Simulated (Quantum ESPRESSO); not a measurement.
# Cr (Im-3m) in Quantum ESPRESSO: a series of runs

The runs below take Cr through phonons, phonon dispersion, with PW91, LDA, PBE, PBEsol.

Everything below comes from runs of Quantum ESPRESSO 7.5. Logs are shortened: lines on timing, memory, paths and dates and some standing lists are left out, and cuts for length are marked.

### 1 The crystal as given

Symmetry: Im-3m, No. 229, cubic system. The conventional cell has a = 2.969 Å, b = 2.969 Å, c = 2.969 Å, α = 90.00°, β = 90.00°, γ = 90.00°. Cr (site symmetry m-3m) is surrounded by 8 Cr at 2.57 Å.

### 2 Phonons, PW91, collinear spin, ferromagnetic start

Contents of pw.in:

```
&CONTROL
  calculation = 'scf'
  prefix = 'pwscf'
  outdir = './tmp'
  pseudo_dir = './pseudo'
  tprnfor = .true.
  tstress = .true.
  disk_io = 'low'
/
&SYSTEM
  ibrav = 0
  nat = 1
  ntyp = 1
  ecutwfc = 45
  ecutrho = 360
  nbnd = 16
  input_dft = 'XC-000I-000I-109L-134L-000I-000I'
  occupations = 'smearing'
  smearing = 'mv'
  degauss = 0.01469973
  nspin = 2
  starting_magnetization(1) = 0.2143
/
&ELECTRONS
  conv_thr = 2d-10
  electron_maxstep = 120
  mixing_beta = 0.3
/
ATOMIC_SPECIES
Cr    51.9961 cr_pbe_v1.5.uspp.F.UPF
CELL_PARAMETERS angstrom
  -1.4844496776    1.4844496776    1.4844496776
   1.4844496776   -1.4844496776    1.4844496776
   1.4844496776    1.4844496776   -1.4844496776
ATOMIC_POSITIONS crystal
Cr     0.0000000000    0.0000000000    0.0000000000
K_POINTS automatic
8 8 8 0 0 0
```

Contents of relax.in:

```
&CONTROL
  calculation = 'vc-relax'
  prefix = 'pwscf'
  outdir = './tmp'
  pseudo_dir = './pseudo'
  tprnfor = .true.
  tstress = .true.
  disk_io = 'low'
  nstep = 40
  forc_conv_thr = 0.0001
  etot_conv_thr = 1d-06
/
&SYSTEM
  ibrav = 0
  nat = 1
  ntyp = 1
  ecutwfc = 45
  ecutrho = 360
  nbnd = 16
  input_dft = 'XC-000I-000I-109L-134L-000I-000I'
  occupations = 'smearing'
  smearing = 'mv'
  degauss = 0.01469973
  nspin = 2
  starting_magnetization(1) = 0.2143
/
&ELECTRONS
  conv_thr = 2d-10
  electron_maxstep = 120
  mixing_beta = 0.3
/
&IONS
  ion_dynamics = 'bfgs'
/
&CELL
  cell_dynamics = 'bfgs'
  press = 0
  press_conv_thr = 0.2
/
ATOMIC_SPECIES
Cr    51.9961 cr_pbe_v1.5.uspp.F.UPF
CELL_PARAMETERS angstrom
  -1.4844496776    1.4844496776    1.4844496776
   1.4844496776   -1.4844496776    1.4844496776
   1.4844496776    1.4844496776   -1.4844496776
ATOMIC_POSITIONS crystal
Cr     0.0000000000    0.0000000000    0.0000000000
K_POINTS automatic
8 8 8 0 0 0
```

Contents of scf2.in:

```
&CONTROL
  calculation = 'scf'
  prefix = 'pwscf'
  outdir = './tmp'
  pseudo_dir = './pseudo'
  tprnfor = .true.
  tstress = .true.
  disk_io = 'low'
/
&SYSTEM
  ibrav = 0
  nat = 1
  ntyp = 1
  ecutwfc = 45
  ecutrho = 360
  nbnd = 16
  input_dft = 'XC-000I-000I-109L-134L-000I-000I'
  occupations = 'smearing'
  smearing = 'mv'
  degauss = 0.01469973
  nspin = 2
  starting_magnetization(1) = 0.2143
/
&ELECTRONS
  conv_thr = 1d-13
  electron_maxstep = 120
  mixing_beta = 0.3
  startingpot = 'file'
  startingwfc = 'file'
/
ATOMIC_SPECIES
Cr    51.9961 cr_pbe_v1.5.uspp.F.UPF
CELL_PARAMETERS angstrom
  -1.4238319408    1.4238319408    1.4238319408
   1.4238319408   -1.4238319408    1.4238319408
   1.4238319408    1.4238319408   -1.4238319408
ATOMIC_POSITIONS crystal
Cr     0.0000000000    0.0000000000    0.0000000000
K_POINTS automatic
8 8 8 0 0 0
```

Contents of ph.in:

```
phonons of Cr
&INPUTPH
  prefix = 'pwscf'
  outdir = './tmp'
  tr2_ph = 1d-18
  fildyn = 'dyn'
  niter_ph = 90
  alpha_mix(1) = 0.4
/
0.4330127019 0.4330127019 0.4330127019
```

Potentials or basis: GBRV 1.5 PBE.

On the command line:

```sh
OMP_NUM_THREADS=1 pw.x -in pw.in > pw.out
OMP_NUM_THREADS=1 pw.x -in relax.in > relax.out
OMP_NUM_THREADS=1 pw.x -in scf2.in > scf2.out
OMP_NUM_THREADS=1 ph.x -in ph.in > ph.out
```

pw.out:

```text
This program is part of the open-source Quantum ESPRESSO suite
     for quantum simulation of materials; please cite
         "P. Giannozzi et al., J. Phys.:Condens. Matter 21 395502 (2009);
         "P. Giannozzi et al., J. Phys.:Condens. Matter 29 465901 (2017);
         "P. Giannozzi et al., J. Chem. Phys. 152 154105 (2020);
     in publications or presentations arising from this work. More details at

     IMPORTANT: XC functional enforced from input :
     Exchange-correlation= XC-000I-000I-109L-134L-000I-000I
                           (   0   0 109 134   0   0   0)
     Any further DFT definition will be discarded
     Please, verify this is what you really want

     Message from routine setup:
     using ibrav=0 with symmetry is DISCOURAGED, use correct ibrav instead

     G-vector sticks info
     --------------------
     sticks:   dense  smooth     PW     G-vecs:    dense   smooth      PW
     Sum         631     315    129                10149     3559     959

     Using Slab Decomposition

     bravais-lattice index     =            0
     lattice parameter (alat)  =       4.8588  a.u.
     unit-cell volume          =      88.2984 (a.u.)^3
     number of atoms/cell      =            1
     number of atomic types    =            1
     number of electrons       =        14.00
     number of Kohn-Sham states=           16
     kinetic-energy cutoff     =      45.0000  Ry
     charge density cutoff     =     360.0000  Ry
     scf convergence threshold =      2.0E-10
     mixing beta               =       0.3000
     number of iterations used =            8  plain     mixing
     Exchange-correlation= XC-000I-000I-109L-134L-000I-000I
                           (   0   0 109 134   0   0   0)

     celldm(1)=   4.858755  celldm(2)=   0.000000  celldm(3)=   0.000000
     celldm(4)=   0.000000  celldm(5)=   0.000000  celldm(6)=   0.000000

     crystal axes: (cart. coord. in units of alat)
               a(1) = (  -0.577350   0.577350   0.577350 )
               a(2) = (   0.577350  -0.577350   0.577350 )
               a(3) = (   0.577350   0.577350  -0.577350 )

     reciprocal axes: (cart. coord. in units 2 pi/alat)
               b(1) = ( -0.000000  0.866025  0.866025 )
               b(2) = (  0.866025 -0.000000  0.866025 )
               b(3) = (  0.866025  0.866025  0.000000 )

     PseudoPot. # 1 for Cr read from file:
     cr_pbe_v1.5.uspp.F.UPF
     Pseudo is Ultrasoft + core correction, Zval = 14.0
     Generated by new atomic code, or converted to UPF format
     Using radial grid of  857 points,  6 beta functions with:
                l(1) =   0
                l(2) =   0
                l(3) =   1
                l(4) =   1
                l(5) =   2
                l(6) =   2
     Q(r) pseudized with  8 coefficients,  rinner =    0.950   0.950   0.950
                                                       0.950   0.950

     atomic species   valence    mass     pseudopotential
     Cr               14.00    51.99610     Cr( 1.00)

     Starting magnetic structure
     atomic species   magnetization
     Cr              0.214

     48 Sym. Ops., with inversion, found

   Cartesian axes

     site n.     atom                  positions (alat units)
         1        Cr     tau(   1) = (   0.0000000   0.0000000   0.0000000  )

     number of k points=    29  Marzari-Vanderbilt smearing, width (Ry)=  0.0147
                       cart. coord. in units 2pi/alat
        k(    1) = (   0.0000000   0.0000000   0.0000000), wk =   0.0019531
        k(    2) = (   0.1082532   0.1082532   0.0000000), wk =   0.0234375
        k(    3) = (   0.2165064   0.2165064   0.0000000), wk =   0.0234375
        k(    4) = (   0.3247595   0.3247595   0.0000000), wk =   0.0234375
        k(    5) = (  -0.4330127  -0.4330127   0.0000000), wk =   0.0117188
        k(    6) = (   0.2165064   0.1082532   0.1082532), wk =   0.0468750
[... 21 lines left out ...]
        k(   28) = (  -0.8660254  -0.1082532  -0.1082532), wk =   0.0234375
        k(   29) = (  -0.8660254  -0.8660254  -0.8660254), wk =   0.0019531

     Dense  grid:    10149 G-vectors     FFT dimensions: (  30,  30,  30)

     Smooth grid:     3559 G-vectors     FFT dimensions: (  24,  24,  24)

     WARNING: libxc functional with ID  109 depends
      on external parameters: check the user_guide of
      QE if you need to modify them or to check their
      default values.

     Check: negative core charge=   -0.000012
     Generating pointlists ...
     new r_m :   0.4125 (alat units)  2.0042 (a.u.) for type    1

     Initial potential from superposition of free atoms

     starting charge      13.0000, renormalised to      14.0000

     negative rho (up, down):  6.717E-04 4.346E-04
     Starting wfcs are   10 randomized atomic wfcs +    6 random wfcs

     Self-consistent Calculation

     iteration #  1     ecut=    45.00 Ry     beta= 0.30
     Davidson diagonalization with overlap
     ethr =  1.00E-02,  avg # of iterations =  5.5

     negative rho (up, down):  7.281E-04 6.167E-04

     total energy              =    -175.22579157 Ry
     estimated scf accuracy    <       2.41938726 Ry

     total magnetization       =     0.51 Bohr mag/cell
     absolute magnetization    =     0.53 Bohr mag/cell
[... 166 lines left out ...]
     total magnetization       =     0.00 Bohr mag/cell
     absolute magnetization    =     0.00 Bohr mag/cell

     iteration # 16     ecut=    45.00 Ry     beta= 0.30
     Davidson diagonalization with overlap
     ethr =  6.66E-10,  avg # of iterations =  1.5
     Minimization algorithm failed to find Fermi energy: reverting to bisection
     Possible cause: smearing is larger than the electronic band-gap.

     negative rho (up, down):  5.415E-04 5.419E-04

     total energy              =    -175.57680644 Ry
     estimated scf accuracy    <       0.00000001 Ry

     total magnetization       =     0.00 Bohr mag/cell
     absolute magnetization    =     0.00 Bohr mag/cell

     iteration # 17     ecut=    45.00 Ry     beta= 0.30
     Davidson diagonalization with overlap
     ethr =  8.22E-11,  avg # of iterations =  2.0
[... 21 lines left out ...]
     iteration # 19     ecut=    45.00 Ry     beta= 0.30
     Davidson diagonalization with overlap
     ethr =  3.31E-12,  avg # of iterations =  1.3

     negative rho (up, down):  5.417E-04 5.417E-04

     Magnetic moment per site  (integrated on atomic sphere of radius R)
     atom   1 (R=0.412)  charge= 12.3141  magn=  0.0000

     End of self-consistent calculation

 ------ SPIN UP ------------

          k = 0.0000 0.0000 0.0000 (   429 PWs)   bands (ev):

   -55.1443 -26.0898 -26.0898 -26.0898   9.3767  15.9665  15.9665  15.9665
    17.7244  17.7244  38.1416  38.1416  38.1416  44.2405  44.2405  47.1805

          k = 0.1083 0.1083 0.0000 (   439 PWs)   bands (ev):

   -55.1260 -26.1826 -26.1194 -26.0901   9.9787  15.7585  15.9137  16.3509
    17.5320  17.7420  36.2369  37.6419  38.3442  43.1806  43.6342  44.0271
[... 58 lines left out ...]
   -55.1085 -26.2077 -26.1497 -26.1497  10.5512  15.9653  15.9653  16.3501
    16.9868  17.9928  35.4891  37.6935  37.6935  39.4619  44.0881  44.0881

          k = 0.4330 0.3248 0.3248 (   455 PWs)   bands (ev):

   -55.0118 -26.5413 -26.3797 -26.2329  14.2733  14.6821  15.0714  17.9334
    18.0196  22.8926  26.4797  27.3952  30.5106  45.2504  47.2638  51.0897

          k = 0.0000-0.1083 0.3248 (   448 PWs)   bands (ev):

   -55.0659 -26.3968 -26.2225 -26.1622  11.9961  15.6558  15.6789  16.7765
    17.2722  18.2280  32.4335  35.1420  36.1084  39.5071  43.0840  44.3799

          k =-0.0000-0.2165 0.4330 (   450 PWs)   bands (ev):

   -55.0230 -26.5978 -26.2945 -26.1584  13.1601  15.2691  15.5129  17.2401
    18.4848  18.9103  27.8987  33.6205  34.2770  41.0584  42.1116  44.5944

          k = 0.1083-0.1083 0.4330 (   445 PWs)   bands (ev):

   -55.0250 -26.5228 -26.3132 -26.1993  13.2855  14.9916  15.7778  16.8662
    18.0240  19.0760  30.4799  30.9340  36.6720  37.7300  42.7709  48.2452

          k =-0.8660-0.3248-0.3248 (   446 PWs)   bands (ev):

   -55.0052 -26.6802 -26.3241 -26.1565  13.2882  15.1135  15.8503  17.2911
    19.0715  20.1480  25.2727  33.0651  33.4181  41.8168  42.5467  43.8339

          k =-0.7578-0.2165-0.3248 (   451 PWs)   bands (ev):
[... 41 lines left out ...]
   -54.9418 -26.5497 -26.4888 -26.4608  13.4272  13.4593  17.9082  18.1067
    18.8414  25.0348  25.8337  27.5333  32.8713  34.0940  39.0562  49.2328

          k =-0.8660-0.8660-0.8660 (   466 PWs)   bands (ev):

   -54.9286 -26.5224 -26.5224 -26.5224  13.1489  13.1489  18.7946  18.7946
    18.7946  26.2948  26.2948  26.2948  32.4542  32.4542  37.3417  50.2957

 ------ SPIN DOWN ----------

          k = 0.0000 0.0000 0.0000 (   429 PWs)   bands (ev):

   -55.1443 -26.0897 -26.0897 -26.0897   9.3767  15.9666  15.9666  15.9666
    17.7244  17.7244  38.1417  38.1417  38.1417  44.2405  44.2405  47.1805

          k = 0.1083 0.1083 0.0000 (   439 PWs)   bands (ev):

   -55.1260 -26.1826 -26.1193 -26.0900   9.9787  15.7585  15.9137  16.3510
    17.5320  17.7420  36.2369  37.6419  38.3442  43.1806  43.6342  44.0271
[... 58 lines left out ...]
   -55.1084 -26.2077 -26.1497 -26.1497  10.5512  15.9654  15.9654  16.3502
    16.9868  17.9928  35.4891  37.6935  37.6935  39.4619  44.0881  44.0881

          k = 0.4330 0.3248 0.3248 (   455 PWs)   bands (ev):

   -55.0118 -26.5413 -26.3797 -26.2329  14.2733  14.6821  15.0715  17.9334
    18.0196  22.8926  26.4798  27.3952  30.5106  45.2504  47.2638  51.0898

          k = 0.0000-0.1083 0.3248 (   448 PWs)   bands (ev):

   -55.0658 -26.3967 -26.2225 -26.1621  11.9961  15.6559  15.6789  16.7765
    17.2722  18.2280  32.4335  35.1420  36.1084  39.5071  43.0840  44.3799

          k =-0.0000-0.2165 0.4330 (   450 PWs)   bands (ev):

   -55.0230 -26.5977 -26.2945 -26.1584  13.1601  15.2691  15.5129  17.2401
    18.4849  18.9103  27.8987  33.6205  34.2770  41.0584  42.1116  44.5944

          k = 0.1083-0.1083 0.4330 (   445 PWs)   bands (ev):

   -55.0250 -26.5227 -26.3132 -26.1992  13.2855  14.9916  15.7778  16.8662
    18.0240  19.0760  30.4800  30.9340  36.6720  37.7300  42.7709  48.2452

          k =-0.8660-0.3248-0.3248 (   446 PWs)   bands (ev):

   -55.0052 -26.6802 -26.3241 -26.1565  13.2882  15.1136  15.8503  17.2911
    19.0715  20.1480  25.2727  33.0651  33.4181  41.8168  42.5467  43.8339

          k =-0.7578-0.2165-0.3248 (   451 PWs)   bands (ev):
[... 41 lines left out ...]
   -54.9417 -26.5497 -26.4887 -26.4607  13.4272  13.4592  17.9082  18.1067
    18.8415  25.0348  25.8338  27.5333  32.8713  34.0940  39.0562  49.2329

          k =-0.8660-0.8660-0.8660 (   466 PWs)   bands (ev):

   -54.9285 -26.5224 -26.5224 -26.5224  13.1489  13.1489  18.7946  18.7946
    18.7946  26.2948  26.2948  26.2948  32.4542  32.4542  37.3417  50.2957

     the Fermi energy is    16.5648 ev

!    total energy              =    -175.57680646 Ry
     estimated scf accuracy    <          3.8E-11 Ry
     smearing contrib. (-TS)   =       0.00068110 Ry
     internal energy E=F+TS    =    -175.57748757 Ry

     The total energy is F=E-TS. E is the sum of the following terms:
     one-electron contribution =     -65.34015058 Ry
     hartree contribution      =      39.32394552 Ry
     xc contribution           =     -22.42437467 Ry
     ewald contribution        =    -127.13690784 Ry

     total magnetization       =     0.00 Bohr mag/cell
     absolute magnetization    =     0.00 Bohr mag/cell

     convergence has been achieved in  19 iterations

     negative rho (up, down):  5.417E-04 5.417E-04

     Forces acting on atoms (cartesian axes, Ry/au):

     atom    1 type  1   force =     0.00000000    0.00000000    0.00000000

     Total force =     0.000000     Total SCF correction =     0.000000

     Computing stress (Cartesian axis) and pressure

     negative rho (up, down):  5.417E-04 5.417E-04
          total   stress  (Ry/bohr**3)                   (kbar)     P=     -248.62
  -0.00169008  -0.00000000  -0.00000000         -248.62       -0.00       -0.00
  -0.00000000  -0.00169008  -0.00000000           -0.00     -248.62       -0.00
  -0.00000000  -0.00000000  -0.00169008           -0.00       -0.00     -248.62

=------------------------------------------------------------------------------=
   JOB DONE.
=------------------------------------------------------------------------------=
```

It took 3.9 min on 1 thread of Intel Xeon at 2.50GHz (Skylake/Cascade Lake), shared host; peak memory 0.09 GiB.

What came out:

```
Free energy                                           : -2388.9763 eV
Relaxed volume                                        : 11.55 Å³/atom
Relaxed cell                                          : a = 2.466 Å, b = 2.466 Å, c = 2.466 Å, α = 109.47°, β = 109.47°, γ = 109.47°
Space group after relaxing (to 0.05 Å)                : Im-3m (No. 229)
Pressure after relaxing                               : 0.0 GPa
Band gap on the k mesh                                : none (metal or under the smearing width)
Net moment                                            : 0.00 μB per cell
Absolute moment                                       : 0.00 μB per cell
Valence electrons inside the program's atomic spheres : Cr 12.31
Highest phonon frequency at the q point run           : 280 cm⁻¹
```

Step by step:
| step | energy change (eV) | largest force (eV/Å) | pressure (GPa) | volume (Å³) |
| --- | --- | --- | --- | --- |
| 1 | 0.0000 | 0.0000 | -24.86 | 13.08 |
| 2 | -0.1330 | 0.0000 | 1.16 | 11.50 |
| 3 | -0.1331 | 0.0000 | -0.26 | 11.56 |
| 4 | -0.1331 | 0.0000 | 0.00 | 11.55 |
| 5 | -0.1331 | 0.0000 | 0.00 | 11.55 |

Final structure:
```
CELL_PARAMETERS angstrom
-1.42383 1.42383 1.42383
1.42383 -1.42383 1.42383
1.42383 1.42383 -1.42383
ATOMIC_POSITIONS crystal
Cr 0.00000 0.00000 0.00000
```

Phonon frequencies in cm⁻¹ (negative: imaginary):
```tsv
q point	frequencies
(0.250, 0.250, 0.250)	280 280 280
```

Phonon modes at q = (0.250, 0.250, 0.250) in reciprocal lattice units:
```csv
mode,symmetry,cm⁻¹
1,T_2,280
2,T_2,280
3,T_2,280
```

Caveat: the k mesh is coarse (spacing up to 0.37 Å⁻¹), so the values aren't converged; the mesh is thin for the phonons of a metal; the potentials were made for another functional, which shifts forces and pressure; the starting moments collapsed, and a magnetic state may lie lower.

[end of part 1 of 4]
